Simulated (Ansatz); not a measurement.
Levels at Γ against strain in BaTiO$_{3}$

```
CELL_PARAMETERS angstrom
3.98410 0.00000 0.00000
0.00000 2.83705 2.84580
0.00000 -2.83705 2.84580
ATOMIC_POSITIONS crystal
Ba 0.00000 0.00000 0.00000
Ti 0.50000 0.50790 0.50790
O 0.00000 0.49210 0.49210
O 0.50000 0.50251 0.99371
O 0.50000 0.99371 0.50251
```

Atom numbers follow the list: Ba1, Ti2, O3, O4, O5.

The conventional cell has a = 3.984 Å, b = 5.674 Å, c = 5.692 Å, α = 90.00°, β = 90.00°, γ = 90.00°. Ba (atom 1) has 12 O at 2.80 to 2.89 Å as nearest neighbours. Ti (atom 2) has 6 O at 1.95 to 2.07 Å as nearest neighbours. Around O (atom 3) lie 2 Ti at 1.99 Å. O (atom 4) is surrounded by 2 Ti at 1.95 to 2.07 Å.

The geometry is COD entry 9016084, unchecked; take it as a test cell.

Spin–orbit coupling is left out, though it moves levels of the heavy atoms by tenths of an eV or more.

All numbers below come from DFT, PBEsol, all-electron LAPW, scalar-relativistic in Ansatz 0.2.0.

The runs use a Γ-centred 8×8×8 k mesh, Fermi–Dirac smearing of 0.05 eV, basis error target 1 meV/atom, no spin polarisation.

The cell is scaled evenly. Fractional coordinates are held (clamped ions).

The valence-band top of this crystal doesn't lie at Γ but 0.14 eV above the top filled level there.

Only quantities that a quadratic follows smoothly over the whole series are listed; rougher ones are left out.

| ln(V/Vcell) | direct gap at Γ (eV) | smallest gap on mesh and path (eV) |
| --- | --- | --- |
| -0.0619 | 1.998 | 1.931 |
| -0.0408 | 1.982 | 1.889 |
| -0.0202 | 1.964 | 1.847 |
| -0.0101 | 1.954 | 1.826 |
| 0.0000 | 1.944 | 1.806 |
| 0.0198 | 1.923 | 1.765 |
| 0.0392 | 1.900 | 1.725 |
| 0.0583 | 1.877 | 1.685 |

**Question.** Fit the series and give the slopes at zero strain.

**Answer.** Least-squares fits y = p0 + p1 x + p2 x² to the rows give direct gap at Γ (eV): p1 = -1.02, p2 = -2.3; smallest gap on mesh and path (eV): p1 = -2.05, p2 = -0.38. So dEg/dln V = -1.0 eV for the direct gap at Γ, which isn't the fundamental gap here: that one has dEg/dln V = -2.0 eV. Semilocal gaps are too small, but their slopes carry over better.

**Question.** One run, at ln(V/Vcell) = 0.0100, is withheld. Predict its row.

**Answer.** The fits give 1.934, 1.785; the run gave 1.933, 1.785.
